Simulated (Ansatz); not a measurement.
HfO2:

```xyz
6
Lattice="4.8135 0.0000 0.0000 0.0000 4.8135 0.0000 0.0000 0.0000 3.2054" Properties=species:S:1:pos:R:3 pbc="T T T"
Hf    2.4068    2.4068    1.6027
Hf    0.0000    0.0000    0.0000
O     3.8751    0.9384    1.6027
O     3.3452    3.3452    0.0000
O     1.4683    1.4683    0.0000
O     0.9384    3.8751    1.6027
```

Measurements of this composition are mostly on another form, of space group No. 14.

- Program: Ansatz 0.2.0
- Task: relaxation of cell and atoms
- Functional: PBE
- Dispersion: D4
- Potentials or basis: Ansatz PAW
- Cutoff: 420 eV (not typed: the program's choice for these potentials)
- k mesh: 6 × 6 × 8
- Occupations: fermi-dirac, width 0.05 eV
- Spin: no spin polarisation

At the start: volume 12.38 Å³/atom.

Task: Where does the relaxation end?

Result: It ends after 7 steps and the volume is 12.70 Å³/atom (+2.6 %); space group P4_2/mnm (No. 136, to 0.05 Å).

The path:
| step | energy change (eV) | largest force (eV/Å) | volume (Å³) |
| --- | --- | --- | --- |
| 1 | 0.0000 | 0.0769 | 74.27 |
| 2 | -0.0214 | 0.0222 | 76.45 |
| 3 | -0.0241 | 0.0027 | 76.11 |
| 4 | -0.0241 | 0.0005 | 76.10 |
| 5 | -0.0333 | 0.0007 | 76.10 |
| 6 | -0.0330 | 0.0002 | 76.17 |
| 7 | -0.0333 | 0.0003 | 76.17 |

Final structure:
```
Hf O
1.0
     4.85701    0.00000    0.00000
     0.00000    4.85701    0.00000
     0.00000    0.00000    3.22887
Hf O
2 4
Direct
  0.50000 0.50000 0.50000
  0.00000 0.00000 0.00000
  0.80501 0.19499 0.50000
  0.69499 0.69499 0.00000
  0.30501 0.30501 0.00000
  0.19499 0.80501 0.50000
```

Caveat: the plane-wave basis is chosen anew once the cell has moved, so the energies of steps on either side of that aren't comparable; the pressure holds a Pulay correction of +0.7 GPa for the finite cutoff.
